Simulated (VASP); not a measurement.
The system is Eu.

```
Eu
1.0
    -2.30300    2.30300    2.30300
     2.30300   -2.30300    2.30300
     2.30300    2.30300   -2.30300
Eu
1
Cartesian
  0.0000 0.0000 0.0000
```

```yaml
Program: VASP 6.6.1
Task: relaxation of cell and atoms
Functional: revPBE
Dispersion: D3
Potentials_or_basis: VASP PAW PBE potentials, release 64 (Eu_2), 4f in core
Cutoff: 600 eV
k_mesh: 8 × 8 × 8
Occupations: gaussian, width 0.1 eV
Spin: collinear spin, ferromagnetic start
Starting_moments: "[7.0] μB"
Hubbard_terms: Eu f U = 6 eV, J = 0.5 eV
```

At the start: pressure -0.5 GPa; volume 48.86 Å³/atom.

Q: Where does the relaxation end?

A: Over 5 steps the energy falls by 4.7 meV/atom and the volume is 45.92 Å³/atom (-6.0 %); space group Im-3m (No. 229, to 0.05 Å); moment 0.00 μB per cell.

The path:
```tsv
step	energy change (eV)	largest force (eV/Å)	pressure (GPa)	volume (Å³)
1	0.0000	0.0000	-0.50	48.86
2	-0.0027	0.0000	-0.30	47.80
3	-0.0042	0.0000	-0.14	46.81
4	-0.0042	0.0000	0.18	44.88
5	-0.0047	0.0000	-0.02	45.92
```

Final structure:
```yaml
crystal:
  lattice:
    - [-2.25589, 2.25589, 2.25589]
    - [2.25589, -2.25589, 2.25589]
    - [2.25589, 2.25589, -2.25589]
  atoms:
    - { symbol: Eu, position: [0.00000, 0.00000, 0.00000] }
```

Caveat: U is put on an f shell that these potentials keep in the core, so it has next to no effect; the PAW data sets were made with another functional, which shifts forces and pressure a little; pairwise dispersion overbinds metals, which lowers pressure and volume.
